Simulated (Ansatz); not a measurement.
## SiC (Moissanite) under changes of volume

One of the cells (10.341 Å³/atom); the others are scaled copies at fixed shape and fractional positions:

```
Si C
1.0
     3.07600    0.00000    0.00000
    -1.53800    2.66389    0.00000
     0.00000    0.00000    5.04800
Si C
2 2
Direct
  0.66667 0.33333 0.50000
  0.33333 0.66667 0.00000
  0.66667 0.33333 0.88500
  0.33333 0.66667 0.38500
```

- Program: Ansatz 0.2.0
- Functional: PBE
- Potentials or basis: Ansatz PAW
- Cutoff: 420 eV (not typed: the program's choice for these potentials)
- k mesh: 10 × 10 × 5
- Occupations: fermi-dirac, width 0.05 eV
- Spin: no spin polarisation

```tsv
volume (Å³/atom)	energy over the lowest point (meV/atom)	pressure (GPa)	gap on the mesh (eV)	largest force (eV/Å)
9.721	45.42	19.5	2.38	0.855
9.927	?	?	?	?
10.134	9.74	8.5	2.45	0.785
10.341	1.92	3.7	2.48	0.753
10.548	0.00	-0.6	2.51	0.722
10.755	3.39	-4.6	2.52	0.693
10.961	11.63	-8.1	2.49	0.665
```

Task: What does the run at 9.927 Å³/atom give?

Result: Energy over the lowest point 24.00 meV/atom; pressure 13.7 GPa; gap on the mesh 2.41 eV; largest force 0.819 eV/Å.

Worked out: A Birch-Murnaghan fit of order 3 (a polynomial in V^(-2/3)) to the other rows has its minimum at 10.52 Å³/atom with B0 = V·E''(V) = 213 GPa and B' = 3.9 at fixed shape and positions, which overstates the stiffness. It gives 24.06 meV/atom at 9.927 Å³/atom, against the run's 24.00, and -dE/dV = 13.8 GPa, against 13.7. A parabola through the other rows of the gap, of slope 2.04 eV per unit of ln V there, gives 2.42 eV, against the run's 2.41.

Energies are extrapolated to zero smearing.

Caveats: odd divisions of the mesh miss points on the zone boundary, where band edges often lie, so the gap on the mesh can be too wide.

A mesh can miss the band edges.
